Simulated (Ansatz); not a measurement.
The system is Y.

```
Y
1.0
     3.64254    0.00000    0.00000
    -1.82127    3.15454    0.00000
     0.00000    0.00000   11.84413
Y
4
Direct
  0.66667 0.33333 0.75000
  0.00000 0.00000 0.50000
  0.33333 0.66667 0.25000
  0.00000 0.00000 0.00000
```

```yaml
Program: Ansatz 0.2.0
Task: relaxation of cell and atoms
Functional: LDA
Potentials_or_basis: Ansatz PAW
Cutoff: "420 eV (not typed: the program's choice for these potentials)"
k_mesh: 8 × 8 × 3
Occupations: fermi-dirac, width 0.05 eV
Spin: no spin polarisation
```

At the start: volume 34.02 Å³/atom.

**Question.** How do energy, volume and symmetry change on relaxing?

**Answer.** It ends after 5 steps and the volume is 29.46 Å³/atom (-13.4 %); space group P6_3/mmc (No. 194, to 0.05 Å).

The path:
| step | energy change (eV) | largest force (eV/Å) | volume (Å³) |
| --- | --- | --- | --- |
| 1 | 0.0000 | 0.0000 | 136.10 |
| 2 | -0.3258 | 0.0000 | 118.72 |
| 3 | -0.3267 | 0.0000 | 117.70 |
| 4 | -0.3267 | 0.0000 | 117.86 |
| 5 | -0.3264 | 0.0000 | 117.86 |

Final structure:
```
Y
1.0
     3.48087    0.00000    0.00000
    -1.74043    3.01452    0.00000
     0.00000    0.00000   11.23203
Y
4
Direct
  0.66667 0.33333 0.75000
  0.00000 0.00000 0.50000
  0.33333 0.66667 0.25000
  0.00000 0.00000 0.00000
```

Caveat: the plane-wave basis is chosen anew once the cell has moved, so the energies of steps on either side of that aren't comparable; the PAW data sets come from PBE, with cores solved anew for the run's functional, which leaves a small shift of forces and pressure.
